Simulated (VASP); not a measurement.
Ti, 1 atom in the cell. The structure is cubic, space group Im-3m (No. 229). Conventional cell: a = 3.255 Å, b = 3.255 Å, c = 3.255 Å, α = 90.00°, β = 90.00°, γ = 90.00°. Ti (site symmetry m-3m) has 8 Ti at 2.82 Å as nearest neighbours. This isn't the form of Ti at room conditions, which is hcp.

| Quantity | Value |
| --- | --- |
| Program | VASP 6.6.1 |
| Task | relaxation of cell and atoms |
| Functional | r2SCAN |
| Potentials or basis | VASP PAW PBE potentials, release 64 (Ti_sv) |
| Cutoff | 600 eV |
| k mesh | 16 × 16 × 16 |
| Occupations | methfessel-paxton, width 0.1 eV |
| Spin | no spin polarisation |
| Further INCAR settings | ALGO = Normal; EDIFF = 1e-07; IBRION = 2; EDIFFG = -0.005; NSW = 90; ISIF = 3 |

Potentials or basis: VASP PAW PBE potentials, release 64 (Ti_sv).

Command:

```sh
$ cat potpaw_PBE.64/Ti_sv/POTCAR > POTCAR
$ mpirun -np 1 vasp_std > vasp.out
```

Hardware: 1 thread of Intel(R) Xeon(R) Platinum 8259CL CPU @ 2.50GHz (Skylake/Cascade Lake), with other jobs on the host.

Task: Estimate the wall time of this run.

Result: Wall time 2.3 min on 1 thread of Intel(R) Xeon(R) Platinum 8259CL CPU @ 2.50GHz (Skylake/Cascade Lake), on a shared host, peak memory 0.16 GiB. Counts: scf iterations 24, k points 145, ion steps 1.
